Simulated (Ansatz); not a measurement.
# KCl (Sylvite) (Fm-3m) in Ansatz: further runs

One crystal, KCl (Sylvite), is run at these levels: PBEsol, LDA; tasks: band structure.

Everything below comes from runs of Ansatz 0.2.0. Logs are shortened: lines on timing, memory, paths and dates and some standing lists are left out, and cuts for length are marked.

**Experimental background.**

A printed reference work, monograph reports, for a bulk crystal of KCl: band gap 8.68 eV.

The runs below are set against these values where they give the same quantity.

## 1. The crystal as given

It takes space group Fm-3m (No. 225, cubic). Conventional cell: a = 6.293 Å, b = 6.293 Å, c = 6.293 Å, α = 90.00°, β = 90.00°, γ = 90.00°. K (site symmetry m-3m) has 6 Cl at 3.15 Å as nearest neighbours. Cl (site symmetry m-3m) has 6 K at 3.15 Å as nearest neighbours.

## 2. Band structure, PBEsol

input.yaml reads:

```yaml
crystal:
  lattice:
    - [0.0, 3.14647, 3.14647]
    - [3.14647, 0.0, 3.14647]
    - [3.14647, 3.14647, 0.0]
  atoms:
    - { symbol: K, position: [0.0, 0.0, 0.0] }
    - { symbol: Cl, position: [0.5, 0.5, 0.5] }
kpoints:
  mp_grid: { grid: [7, 7, 7] }
  band_path:
    path:
      - [0.0, 0.0, 0.0]
      - [0.5, 0.0, 0.5]
      - [0.5, 0.25, 0.75]
      - [0.375, 0.375, 0.75]
      - [0.0, 0.0, 0.0]
      - [0.5, 0.5, 0.5]
      - [0.625, 0.25, 0.625]
      - [0.5, 0.25, 0.75]
    npoints: 8
scf:
  occupations: { method: fermi_dirac, width: 0.05 }
hamiltonian:
  xc: pbesol
  pseudopotentials: { kind: all_electron, lapw: { basis_error: 0.001 } }
output:
  forces: true
  stress: true
  eigenvalues: true
```

Potentials or basis: all-electron LAPW, scalar-relativistic.

The run is started by

```sh
$ ansatz run input.yaml --threads 1 --pin off --max-ram 3072MiB --backend cpu --events-out ev --progress --plain --runs-dir out
```

The program printed:

```text
Warning: RAYON_NUM_THREADS=1 ignored (pool sized by the plan → 1); use --threads N
LAPW: plane waves up to 6.054 Å⁻¹, error target 1.0e-3 eV per atom; small_component_spin mean_spin; Cl in spheres of 1.547 Å, 15 of its electrons in bands, Dirac shells []; K in spheres of 1.599 Å, 9 of its electrons in bands, Dirac shells [] (how accurate: hamiltonian.pseudopotentials.lapw.basis_error, Limitations)
Engine: ansatz 0.2.0, aarch64-unknown-linux-gnu
Pseudopotentials: kind: all_electron
Pseudopotential: K, LAPW, valence charge 9, lapw/all_electron/scalar/gaussian/K, Koelling and Harmon's equation, gaussian nucleus
Pseudopotential: Cl, LAPW, valence charge 15, lapw/all_electron/scalar/gaussian/Cl, Koelling and Harmon's equation, gaussian nucleus
Functional definition: PBEsol
  exchange = pbesol_x
  correlation = pbesol_c
Crystal: 2 atoms, lattice volume = 62.302 Å³
Basis set: ecut = 139.63031782251323 eV, 259 PW (Γ), exchange–correlation at level 2
Bands: 16, of which v1, the nominal top of the filled ones, is band 12 counted from 1 (11 counted from 0)
Symmetry: 48 space group operations
Space group: Fm-3m (ITA 225), of the structure as read, at distance tolerance 4.0e-5 Å
k-points: 20 of 343
Non-local potential: K, projectors of the file, none
Non-local potential: Cl, projectors of the file, none
Initial density: superposition of atomic densities (chi_scale 0.1, normalization cell, long waves kept (reshape's long-wave potential 0.00 eV rms))
Initial wavefunctions: plane waves of lowest kinetic energy (no species holds an atomic orbital)
Functional: x = pbesol(κ = 0.804, μ = 0.12345679012345678), c = pbesol(β = 0.046)
iter 1 solved again at ethr=1.85e-3 eV; its pass at ethr=1.00e-1 eV (dr2=4.45e-1 eV) is discarded
SCF iter   1: F=—  HF=-28906.382890 eV  |F-HF|=—  |Δ(HF+E_count)|=         —  Δρ=1.74e-2  dr2=4.44e-1  ethr=1.85e-3  ⟨swp⟩=2.1  Hψ=2140  notcnv=0
preconditioner: auto → none  [insulator: Δε(μ)=5.712 eV  Ē_g=15.283 eV  σ=0.050 eV  W_gap=1.00  n_scr=14 (ndim 8)  ℏωp=17.6 eV  f_vac=0.000  D(μ)=0.00/eV (n_scr^D=0)  ε∞_Penn≈2.3]
iter 2 solved again at ethr=6.95e-5 eV; its pass at ethr=1.85e-3 eV (dr2=1.67e-2 eV) is discarded
SCF iter   2: F=—  HF=-28906.124657 eV  |F-HF|=—  |Δ(HF+E_count)|=   2.58e-1  Δρ=3.60e-3  dr2=1.67e-2  ethr=6.95e-5  ⟨swp⟩=2.0  Hψ=1753  notcnv=0
SCF iter   3: F=—  HF=-28906.124507 eV  |F-HF|=—  |Δ(HF+E_count)|=   1.50e-4  Δρ=2.66e-3  dr2=1.02e-2  ethr=6.95e-5  ⟨swp⟩=2.0  Hψ=1060  notcnv=0
SCF iter   4: F=—  HF=-28906.130122 eV  |F-HF|=—  |Δ(HF+E_count)|=   5.62e-3  Δρ=7.24e-4  dr2=7.41e-4  ethr=4.24e-5  ⟨swp⟩=2.1  Hψ=1060  notcnv=0
SCF iter   5: F=—  HF=-28906.130846 eV  |F-HF|=—  |Δ(HF+E_count)|=   7.24e-4  Δρ=1.19e-4  dr2=1.94e-5  ethr=3.09e-6  ⟨swp⟩=3.0  Hψ=1044  notcnv=0
SCF iter   6: F=-28906.130852 eV  HF=-28906.130852 eV  |F-HF|=5.93e-8  |Δ(HF+E_count)|=   5.57e-6  Δρ=4.56e-6  dr2=2.67e-8  ethr=8.06e-8  ⟨swp⟩=3.0  Hψ=1028  notcnv=0
SCF 1 converged in 6 iterations: F = -28906.130852 eV  dr2 = 2.67e-8
NSCF: frozen V_eff on 57 k-points
SCF converged after 6 iterations
Free energy (F): -28906.130852 eV
Harris-Foulkes:  -28906.130852 eV  (|F-HF|=5.93e-8)
Internal energy: -28906.130852 eV  (E = F + TS)
E sigma→0 (E₀):  -28906.130852 eV
Fermi energy:    3.810271 eV
--- Per-component energies (eV) ---
  E_band       = -1691.573549
  E_kinetic    = 29078.083852
  E_xc         = -1637.059704
  E_electrostatic = -56347.155000  (all electrons and nuclei)
  E_smearing   = -0.000000  (= −TS)
  E_closure    = 0.000000  (closes the sum)
  E_atoms      = -28899.147947  (free atoms, spherical and without spin; not in F)
  Σ components = -28906.130852   (vs F -28906.130852, Δ=0.00e0)
  Basis errors (estimates in eV, not in F): energy 4.0e-4 per atom: plane waves 3.6e-4 (2.0e-4 summed), levels above the bands 7.0e-59, relativity 1.0e-8, radial functions 3.6e-5, core shells 4.7e-7; eigenvalues (radial functions only) 1.2e-5; not estimated: angular momenta, meshes, grids; target (lapw.basis_error) 1.0e-3; muffin-tin radii Cl 1.547 Å, K 1.599 Å
--- Forces (eV/Å), atoms counted from 1 ---
  atom   1  K     -0.00000000     0.00000000     0.00000000
  atom   2  Cl     0.00000000    -0.00000000     0.00000000
  max |Σ_I F_I| component: 3.73e-30 eV/Å
--- Stress (GPa, compression-positive) ---
       -0.410474      -0.000000       0.000000
       -0.000000      -0.410474      -0.000000
        0.000000      -0.000000      -0.410474
  P = ⅓ Tr σ = -0.4105 GPa (-4.105 kbar)
--- Band table (eV; the first three rows and the last of 20) ---
  k-point 0: bands = ["-241.4435", "-180.6511", "-180.6511", "-180.6511", "-25.8140", "-10.8630", "-9.3415", "-9.3415", "-9.3415", "1.2267", "1.2267", "1.2267", "6.2529", "9.5037", "9.5037", "9.5037"]
  k-point 1: bands = ["-241.4435", "-180.6511", "-180.6511", "-180.6511", "-25.8120", "-10.9011", "-9.3433", "-9.3433", "-9.2932", "0.9771", "1.1600", "1.1600", "6.7390", "9.3495", "9.7588", "9.7588"]
  k-point 2: bands = ["-241.4435", "-180.6511", "-180.6511", "-180.6511", "-25.8073", "-10.9796", "-9.3474", "-9.3474", "-9.1915", "0.5068", "1.0170", "1.0170", "7.7914", "9.2927", "10.4709", "10.4709"]
  k-point 19: bands = ["-241.4435", "-180.6511", "-180.6511", "-180.6511", "-25.7999", "-10.8714", "-9.4504", "-9.4132", "-9.2529", "0.6303", "0.7086", "0.8538", "8.8178", "9.5192", "10.6215", "11.0455"]
```

Wall time 4 s (1 thread of Arm Neoverse V2, shared host); peak memory 0.23 GiB.

Results:

| Property | Result |
| --- | --- |
| Free energy | -28906.1309 eV |
| Pressure | -0.4 GPa |
| Band gap on the k mesh | 5.03 eV, direct |
| Band gap along the path | 5.03 eV, direct |

Levels at the corners of the path, in eV from the valence-band top:
```tsv
point	band 10	band 11	band 12	band 13	band 14	band 15
Γ	0.00	0.00	0.00	5.03	8.28	8.28
X	-0.67	-0.23	-0.23	6.39	8.22	9.90
W	-0.50	-0.49	-0.49	7.90	7.90	9.33
K	-0.58	-0.56	-0.30	7.14	8.93	9.19
Γ	0.00	0.00	0.00	5.03	8.28	8.28
L	-1.08	-0.33	-0.33	7.42	8.49	10.45
U	-0.58	-0.56	-0.30	7.14	8.93	9.19
W	-0.50	-0.49	-0.49	7.90	7.90	9.33
```

## 3. Band structure, LDA

Changes to input.yaml since step 2:

```diff
@@ -24,3 +24,3 @@
 hamiltonian:
-  xc: pbesol
+  xc: lda
   pseudopotentials: { kind: all_electron, lapw: { basis_error: 0.001 } }
```

Potentials or basis: all-electron LAPW, scalar-relativistic.

The run is started by

```sh
$ ansatz run input.yaml --threads 1 --pin off --max-ram 3072MiB --backend cpu --events-out ev --progress --plain --runs-dir out
```

The program printed:

```text
Warning: RAYON_NUM_THREADS=1 ignored (pool sized by the plan → 1); use --threads N
LAPW: plane waves up to 6.050 Å⁻¹, error target 1.0e-3 eV per atom; small_component_spin mean_spin; Cl in spheres of 1.549 Å, 15 of its electrons in bands, Dirac shells []; K in spheres of 1.598 Å, 9 of its electrons in bands, Dirac shells [] (how accurate: hamiltonian.pseudopotentials.lapw.basis_error, Limitations)
Engine: ansatz 0.2.0, aarch64-unknown-linux-gnu
Pseudopotentials: kind: all_electron
Pseudopotential: K, LAPW, valence charge 9, lapw/all_electron/scalar/gaussian/K, Koelling and Harmon's equation, gaussian nucleus
Pseudopotential: Cl, LAPW, valence charge 15, lapw/all_electron/scalar/gaussian/Cl, Koelling and Harmon's equation, gaussian nucleus
Functional definition: SPW92
  exchange = slater_x
  correlation = pw_c
Crystal: 2 atoms, lattice volume = 62.302 Å³
Basis set: ecut = 139.47389360638823 eV, 259 PW (Γ), exchange–correlation at level 2
Bands: 16, of which v1, the nominal top of the filled ones, is band 12 counted from 1 (11 counted from 0)
Symmetry: 48 space group operations
Space group: Fm-3m (ITA 225), of the structure as read, at distance tolerance 4.0e-5 Å
k-points: 20 of 343
Non-local potential: K, projectors of the file, none
Non-local potential: Cl, projectors of the file, none
Initial density: superposition of atomic densities (chi_scale 0.1, normalization cell, long waves kept (reshape's long-wave potential 0.00 eV rms))
Initial wavefunctions: plane waves of lowest kinetic energy (no species holds an atomic orbital)
Functional: x = slater, c = lda
iter 1 solved again at ethr=1.85e-3 eV; its pass at ethr=1.00e-1 eV (dr2=4.45e-1 eV) is discarded
SCF iter   1: F=—  HF=-28870.082273 eV  |F-HF|=—  |Δ(HF+E_count)|=         —  Δρ=1.74e-2  dr2=4.44e-1  ethr=1.85e-3  ⟨swp⟩=2.2  Hψ=2141  notcnv=0
preconditioner: auto → none  [insulator: Δε(μ)=5.621 eV  Ē_g=15.178 eV  σ=0.050 eV  W_gap=1.00  n_scr=14 (ndim 8)  ℏωp=17.6 eV  f_vac=0.000  D(μ)=0.00/eV (n_scr^D=0)  ε∞_Penn≈2.3]
iter 2 solved again at ethr=5.36e-5 eV; its pass at ethr=1.85e-3 eV (dr2=1.29e-2 eV) is discarded
SCF iter   2: F=—  HF=-28869.804775 eV  |F-HF|=—  |Δ(HF+E_count)|=   2.77e-1  Δρ=3.28e-3  dr2=1.28e-2  ethr=5.36e-5  ⟨swp⟩=2.0  Hψ=1754  notcnv=0
SCF iter   3: F=—  HF=-28869.791237 eV  |F-HF|=—  |Δ(HF+E_count)|=   1.35e-2  Δρ=2.63e-3  dr2=9.97e-3  ethr=5.35e-5  ⟨swp⟩=2.0  Hψ=1050  notcnv=0
SCF iter   4: F=—  HF=-28869.791281 eV  |F-HF|=—  |Δ(HF+E_count)|=   4.40e-5  Δρ=1.10e-3  dr2=1.74e-3  ethr=4.15e-5  ⟨swp⟩=2.0  Hψ=986  notcnv=0
SCF iter   5: F=—  HF=-28869.791259 eV  |F-HF|=—  |Δ(HF+E_count)|=   2.28e-5  Δρ=2.33e-4  dr2=7.74e-5  ethr=7.25e-6  ⟨swp⟩=2.0  Hψ=991  notcnv=0
SCF iter   6: F=—  HF=-28869.791265 eV  |F-HF|=—  |Δ(HF+E_count)|=   6.36e-6  Δρ=2.75e-5  dr2=1.09e-6  ethr=3.23e-7  ⟨swp⟩=2.0  Hψ=980  notcnv=0
SCF iter   7: F=-28869.791265 eV  HF=-28869.791265 eV  |F-HF|=3.31e-9  |Δ(HF+E_count)|=   6.74e-8  Δρ=2.00e-6  dr2=5.36e-9  ethr=4.54e-9  ⟨swp⟩=2.0  Hψ=980  notcnv=0
SCF 1 converged in 7 iterations: F = -28869.791265 eV  dr2 = 5.36e-9
NSCF: frozen V_eff on 57 k-points
SCF converged after 7 iterations
Free energy (F): -28869.791265 eV
Harris-Foulkes:  -28869.791265 eV  (|F-HF|=3.31e-9)
Internal energy: -28869.791265 eV  (E = F + TS)
E sigma→0 (E₀):  -28869.791265 eV
Fermi energy:    3.469741 eV
--- Per-component energies (eV) ---
  E_band       = -1695.340382
  E_kinetic    = 29024.028792
  E_xc         = -1599.285422
  E_electrostatic = -56294.534636  (all electrons and nuclei)
  E_smearing   = -0.000000  (= −TS)
  E_closure    = 0.000000  (closes the sum)
  E_atoms      = -28862.422572  (free atoms, spherical and without spin; not in F)
  Σ components = -28869.791265   (vs F -28869.791265, Δ=0.00e0)
  Basis errors (estimates in eV, not in F): energy 3.5e-4 per atom: plane waves 3.3e-4 (1.9e-4 summed), levels above the bands 8.7e-59, relativity 1.1e-9, radial functions 1.7e-5, core shells 4.9e-7; eigenvalues (radial functions only) 1.1e-5; not estimated: angular momenta, meshes, grids; target (lapw.basis_error) 1.0e-3; muffin-tin radii Cl 1.549 Å, K 1.598 Å
--- Forces (eV/Å), atoms counted from 1 ---
  atom   1  K     -0.00000000     0.00000000     0.00000000
  atom   2  Cl     0.00000000    -0.00000000     0.00000000
  max |Σ_I F_I| component: 3.62e-30 eV/Å
--- Stress (GPa, compression-positive) ---
       -1.957078       0.000000       0.000000
        0.000000      -1.957078      -0.000000
        0.000000      -0.000000      -1.957078
  P = ⅓ Tr σ = -1.9571 GPa (-19.571 kbar)
--- Band table (eV; the first three rows and the last of 20) ---
  k-point 0: bands = ["-241.0760", "-180.9578", "-180.9578", "-180.9578", "-25.8484", "-11.0201", "-9.5045", "-9.5045", "-9.5045", "1.0291", "1.0291", "1.0291", "5.7729", "9.1026", "9.1026", "9.1026"]
  k-point 1: bands = ["-241.0760", "-180.9578", "-180.9578", "-180.9578", "-25.8461", "-11.0599", "-9.5064", "-9.5064", "-9.4545", "0.7648", "0.9598", "0.9598", "6.2703", "8.9406", "9.3594", "9.3594"]
  k-point 2: bands = ["-241.0760", "-180.9578", "-180.9578", "-180.9578", "-25.8412", "-11.1417", "-9.5108", "-9.5108", "-9.3496", "0.2741", "0.8115", "0.8115", "7.3366", "8.8746", "10.0758", "10.0758"]
  k-point 19: bands = ["-241.0760", "-180.9578", "-180.9578", "-180.9578", "-25.8333", "-11.0297", "-9.6195", "-9.5802", "-9.4130", "0.4084", "0.4918", "0.6431", "8.3977", "9.0997", "10.1819", "10.6550"]
```

bands.tsv:

```text
# k_distance	band_0	band_1	band_2	band_3	band_4	band_5	band_6	band_7	band_8	band_9	band_10	band_11	band_12	band_13	band_14	band_15
# fermi_ev = 3.469741
# lock_threshold_ev = 1e-6
[... 15 lines left out ...]
0.499225	-244.545733	-184.427578	-184.427578	-184.427578	-29.310382	-14.537354	-13.004493	-13.004493	-12.897762	-3.118805	-2.577843	-2.577843	3.795267	4.455890	6.997628	7.132158
0.624031	-244.545733	-184.427578	-184.427578	-184.427578	-29.307498	-14.507004	-13.016186	-13.016186	-12.945894	-3.190948	-2.619335	-2.619335	4.146613	4.345762	7.194925	7.825882
[... 49 lines left out ...]
4.694682	-244.545733	-184.427578	-184.427578	-184.427578	-29.302808	-14.483422	-13.087168	-13.076790	-12.884636	-2.972262	-2.964826	-2.908543	5.083529	5.406049	6.639404	7.150742
4.738808	-244.545733	-184.427578	-184.427578	-184.427578	-29.302791	-14.483198	-13.082691	-13.082691	-12.883618	-2.959742	-2.943754	-2.943754	5.241969	5.241969	6.654705	7.131473
```

Run time: 4.1 s. Hardware: 1 thread of Arm Neoverse V2, shared host; peak memory 0.23 GiB.

What came out:

```
Free energy             : -28869.7913 eV
Pressure                : -2.0 GPa
Band gap on the k mesh  : 4.74 eV, direct
Band gap along the path : 4.74 eV, direct
```

Levels at the corners of the path, in eV from the valence-band top:
```csv
point,band 8,band 9,band 10,band 11,band 12,band 13,band 14,band 15,band 16
Γ,-10.53,-10.53,0.00,0.00,0.00,4.74,8.07,8.07,8.07
X,-10.59,-10.59,-0.70,-0.23,-0.23,6.17,7.96,9.64,9.99
W,-10.64,-10.44,-0.52,-0.50,-0.50,7.68,7.68,9.10,9.57
K,-10.58,-10.48,-0.60,-0.59,-0.31,6.92,8.70,8.93,9.80
Γ,-10.53,-10.53,0.00,0.00,0.00,4.74,8.07,8.07,8.07
L,-10.54,-10.29,-1.13,-0.35,-0.35,7.17,8.26,10.26,10.26
U,-10.58,-10.48,-0.60,-0.59,-0.31,6.92,8.70,8.93,9.80
W,-10.64,-10.44,-0.52,-0.50,-0.50,7.68,7.68,9.10,9.57
```

## 4. Comparison with measurements

Step 2. Measured gap of KCl: 8.68 eV (a printed reference work, monograph). This calculation gives 5.03 eV (-3.65 eV). The value is that of PBEsol, without temperature or zero-point motion. Semilocal functionals fall short of measured gaps as a rule.

Step 3. Against the measured gap of KCl, 8.68 eV (a printed reference work, monograph), the calculated 4.74 eV is off by -3.94 eV. The value is that of LDA, without temperature or zero-point motion. Semilocal functionals fall short of measured gaps as a rule.
